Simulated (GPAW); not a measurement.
Ge:

```
Ge
1.0
     0.00000    2.88574    5.11566
     2.63050    0.00000    5.11566
     2.63050    2.88574    0.00000
Ge
4
Direct
  0.72649 0.27351 0.72649
  0.27351 0.72649 0.27351
  0.21813 0.21813 0.78187
  0.78187 0.78187 0.21813
```

This isn't the form of Ge at room conditions, which is diamond.

Base run:

| Quantity | Value |
| --- | --- |
| Program | GPAW 26.7.0 |
| Functional | PBEsol |
| Potentials or basis | PAW data sets generated in the run's folder for this functional |
| Cutoff | 600 eV |
| Basis | pw |
| k mesh | 6 × 6 × 6 |
| Occupations | fermi-dirac, width 0.05 eV |
| Spin | no spin polarisation |

Its results: pressure -3.5 GPa; largest force 0.017 eV/Å.

Problem. After a change of settings the same cell gave: pressure -2.6 GPa; largest force 0.075 eV/Å. Which change was it?
A. functional from PBEsol to LDA; potentials or basis from PAW data sets generated in the run's folder for this functional to the program's PAW data sets (release 1.2.1) made for this functional
B. functional from PBEsol to r2SCAN; potentials or basis from PAW data sets generated in the run's folder for this functional to GPAW PAW data sets (gpaw-data 1.2.1)
C. functional from PBEsol to LDA; potentials or basis from PAW data sets generated in the run's folder for this functional to the program's PAW data sets (release 1.2.1) made for this functional; cutoff from 600 eV to 450 eV

Solution. B.

Caveats: the PAW data sets were made with another functional, which shifts forces and pressure a little (some runs).

Not every run made on this cell is shown here.
